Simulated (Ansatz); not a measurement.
**Relaxation of In$_{2}$H**

Computed with Ansatz, DFT PBEsol, scalar-relativistic, plane waves, PAW. Settings: 420 eV cutoff, 14×14×8 k-mesh, Gaussian smearing of 0.10 eV, no spin polarisation.

What was changed in V2H: V → In on all its sites, cell and atoms relaxed.

Command:

```bash
ansatz run input.yaml --threads 1 --pin off --max-ram 2560MiB --backend cpu --events-out ev --progress --plain --runs-dir out
```

Input:

```yaml
crystal:
  lattice:
    - [2.8695102111, -1.7106659485, 0.00226979]
    - [2.8695102111, 1.7106659485, 0.00226979]
    - [-0.5460603922, 0.0, 5.6740234782]
  atoms:
    - { symbol: In, position: [0.8311799821, 0.8311799821, 0.7448390034] }
    - { symbol: In, position: [0.1688200179, 0.1688200179, 0.2551609966] }
    - { symbol: H, position: [0.5, 0.5, 0.0] }
basis:
  ecutwfc: 420
kpoints:
  mp_grid: { grid: [14, 14, 8] }
hamiltonian:
  xc: pbesol
scf:
  occupations: { method: gaussian, width: 0.1 }
output:
  forces: true
  stress: true
  eigenvalues: true
relax:
  adjacent_minimum: "off"
  f_tol: 0.01
  max_steps: 60
  cell: { stress_tol: 0.1 }
```

F is the free energy. Steps run on the plane waves of an earlier cell, but the last one, and at times one on the way, on a freshly chosen basis, so a repeated geometry can differ a little in energy.

Steps:

```csv
step,F − F(1) (eV),largest force component (eV/Å),V (Å³/atom),P (GPa)
1,0.0000,0.069,18.570,0.27
2,-0.0028,0.149,18.488,0.19
3,-0.0101,0.038,18.711,-0.16
4,-0.0156,0.022,18.756,-0.07
5,-0.0293,0.043,18.832,0.31
6,-0.0301,0.008,18.879,0.06
7,-0.0310,0.013,18.950,0.00
8,-0.0315,0.014,18.946,0.00
9,-0.0317,0.014,18.956,-0.04
10,-0.0320,0.016,18.934,-0.02
11,-0.0269,0.047,18.928,-0.04
12,-0.0387,0.051,18.835,0.11
13,-0.0475,0.061,18.883,0.07
14,-0.0531,0.172,18.853,0.66
15,-0.0677,0.167,19.155,-0.43
16,-0.0851,0.053,19.001,-0.14
17,-0.0819,0.085,18.778,0.51
18,-0.0874,0.013,18.858,0.07
19,-0.0887,0.010,18.879,0.06
20,-0.0889,0.005,18.876,0.06
21,-0.0889,0.001,18.902,-0.01
22,-0.0915,0.001,18.902,0.05
23,-0.0916,0.001,18.927,0.00
24,-0.0916,0.002,18.929,0.00
25,-0.0917,0.002,18.929,0.00
```

Relaxed structure:

```xyz
3
Lattice="2.7958 -1.5886 0.1258 2.7958 1.5886 0.1258 -0.2882 0.0000 6.3797" Properties=species:S:1:pos:R:3 pbc="T T T"
In    5.3768    0.0000    5.0024
In   -0.0735    0.0000    1.6289
H     2.7958    0.0000    0.1258
```

It takes space group Cmmm (No. 65, orthorhombic). The conventional cell has a = 3.177 Å, b = 5.597 Å, c = 6.386 Å, α = 90.00°, β = 90.00°, γ = 90.00°. In (site symmetry mm2) has 2 H at 2.28 Å as nearest neighbours. Around H (site symmetry mmm) lie 4 In at 2.28 Å.

The run converged. The run took 6.8 min on 1 thread of Arm Neoverse V2, on a shared host, peak memory 0.63 GiB.